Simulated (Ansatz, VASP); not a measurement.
# Two plane-wave programs on BeTe

```
Be Te
1.0
     0.00000    2.80296    2.80296
     2.80296    0.00000    2.80296
     2.80296    2.80296    0.00000
Be Te
1 1
Direct
  0.00000 0.00000 0.00000
  0.75000 0.75000 0.75000
```

Alike in both runs: functional PBEsol; k mesh 8 × 8 × 8; occupations gaussian, width 0.02 eV; no spin polarisation.

Ansatz relaxed the structure, and its values are those at the end. VASP's run is a single point on that final structure, the one shown.

|  | VASP | Ansatz |
| --- | --- | --- |
| version | VASP 6.6.1 | Ansatz 0.2.0 |
| potentials or method | VASP PAW PBE potentials, release 64 (Be, Te) | scalar-relativistic, plane waves, PAW |
| plane-wave cutoff (eV) | 520 | 420 |
| valence electrons in the cell | 8 | 18 |

VASP gave:

| Quantity | Value |
| --- | --- |
| gap on the k mesh at the Fermi level (eV) | 1.82 |
| least direct gap on the mesh (eV) | 3.59 |
| pressure (GPa) | 0.2 |

Problem. Estimate Ansatz's values.

Solution. gap on the k mesh at the Fermi level (eV): 1.84; least direct gap on the mesh (eV): 3.61; pressure (GPa): 0.0.

The two sets of potentials don't hold the same shells in valence.

Caveats: the PAW data sets were made with another functional, which shifts forces and pressure a little (VASP); spin-orbit coupling is left out, which moves the levels of the heavy elements. A k mesh can miss the band edges. A hybrid or GW would open this gap; PBEsol tends to underestimate it.
